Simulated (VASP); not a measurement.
The system is SnSe2.

```
CELL_PARAMETERS angstrom
3.81100 0.00000 0.00000
-1.90550 3.30042 0.00000
0.00000 0.00000 6.13600
ATOMIC_POSITIONS crystal
Sn 0.00000 0.00000 0.00000
Se 0.66667 0.33333 0.75100
Se 0.33333 0.66667 0.24900
```

```yaml
Program: VASP 6.6.1
Task: relaxation of cell and atoms
Functional: vdW-DF-cx
Potentials_or_basis: VASP PAW PBE potentials, release 64 (Sn_d, Se)
Cutoff: 600 eV
k_mesh: 8 × 8 × 5
Occupations: fermi-dirac, width 0.05 eV
Spin: no spin polarisation
```

At the start: pressure 3.3 GPa; volume 25.73 Å³/atom.

Question: Where does the relaxation end?

Answer: Over 10 steps the energy falls by 21.4 meV/atom; space group P-3m1 (No. 164, to 0.05 Å).

The path:
```
step  energy change (eV)  largest force (eV/Å)  pressure (GPa)  volume (Å³)
   1              0.0000                0.7981            3.31        77.18
   2             -0.0210                0.2943           -2.84        83.27
   3             -0.0520                0.1473           -0.44        80.52
   4             -0.0520                0.1592           -0.36        80.45
   5             -0.0559                0.1087           -0.21        79.92
   6             -0.0573                0.0600           -0.04        79.42
   7             -0.0583                0.0545           -0.07        79.25
   8             -0.0608                0.0384           -0.07        78.74
   9             -0.0639                0.0080           -0.07        77.72
  10             -0.0643                0.0087           -0.05        77.21
```

Final structure:
```xyz
3
Lattice="3.8382 0.0000 0.0000 -1.9191 3.3240 0.0000 0.0000 0.0000 6.0519" Properties=species:S:1:pos:R:3 pbc="T T T"
Sn    0.0000    0.0000    0.0000
Se    1.9191    1.1080    4.4539
Se    0.0000    2.2160    1.5980
```

Caveat: the PAW data sets were made with another functional, which shifts forces and pressure a little.
